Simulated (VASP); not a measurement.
# MgH2: optical spectrum with PBEsol0

The system is MgH2.

```
Mg H
1.0
     0.00000    2.38107    2.38107
     2.38107    0.00000    2.38107
     2.38107    2.38107    0.00000
Mg H
1 2
Direct
  0.00000 0.00000 0.00000
  0.25000 0.25000 0.25000
  0.75000 0.75000 0.75000
```

Measurements of this composition are mostly on another form, of space group No. 136.

```json
{"Program": "VASP 6.6.1", "Task": "optical spectrum", "Functional": "PBEsol0", "Potentials or basis": "VASP PAW PBE potentials, release 64 (Mg, H)", "Cutoff": "520 eV", "k mesh": "5 × 5 × 5", "Occupations": "gaussian, width 0.05 eV", "Spin": "no spin polarisation", "Grid for exact exchange (PRECFOCK)": "Normal", "Exchange at q = 0": "truncated", "Further INCAR settings": "PREC = High; ALGO = Normal; EDIFF = 1e-06; NBANDS = 26"}
```

The pressure is -2.1 GPa and the band gap on the k mesh is none (metal or under the smearing width).

Levels at points of the mesh, in eV from the Fermi level:
```csv
k point,band 1,band 2,band 3,band 4,band 5,band 6,band 7
"(0.00, 0.00, 0.00)",-12.43,0.27,9.69,9.69,9.69,12.35,12.35
```

Dielectric function (mean over the directions given):
```csv
energy (eV),real part,imaginary part
0.28,3.50,0.00
0.78,3.51,0.00
1.28,3.55,0.00
1.77,3.60,0.01
2.27,3.67,0.01
2.76,3.77,0.01
3.26,3.90,0.01
3.76,4.07,0.02
4.32,4.33,0.03
4.82,4.65,0.04
5.32,5.08,0.11
5.81,5.74,0.09
6.31,6.91,0.16
6.80,9.74,0.53
7.30,0.11,22.64
7.80,15.36,5.15
8.36,1.09,1.25
8.86,3.16,13.45
9.36,7.13,10.44
9.85,-12.31,5.94
10.35,-1.35,1.18
10.85,-4.56,1.92
11.34,-3.99,0.38
11.84,-2.06,0.15
12.40,-0.81,0.33
12.90,-0.47,0.20
13.40,-0.55,2.80
13.89,-0.64,2.18
14.39,-1.62,1.93
14.89,-2.13,0.89
15.38,-0.48,0.78
15.88,-0.78,0.12
16.44,-0.21,0.22
16.94,-0.09,0.04
17.44,0.13,0.13
17.93,0.58,0.33
18.43,0.22,0.16
18.93,-0.06,0.30
19.42,0.39,1.00
19.99,-0.16,0.07
```

Run time: 4.6 min on 1 thread of AMD EPYC 7R13 Processor (Zen 3), on a shared host, peak memory 0.11 GiB.

Caveat: the k mesh is coarse (spacing up to 0.46 Å⁻¹), so the values aren't converged, least of all with exact exchange; spectra need much finer meshes, so this one isn't converged; independent-particle spectra lack excitons; the intraband (Drude) part of a metal's response may be missing; the PAW data sets were made with another functional, which shifts forces and pressure a little.
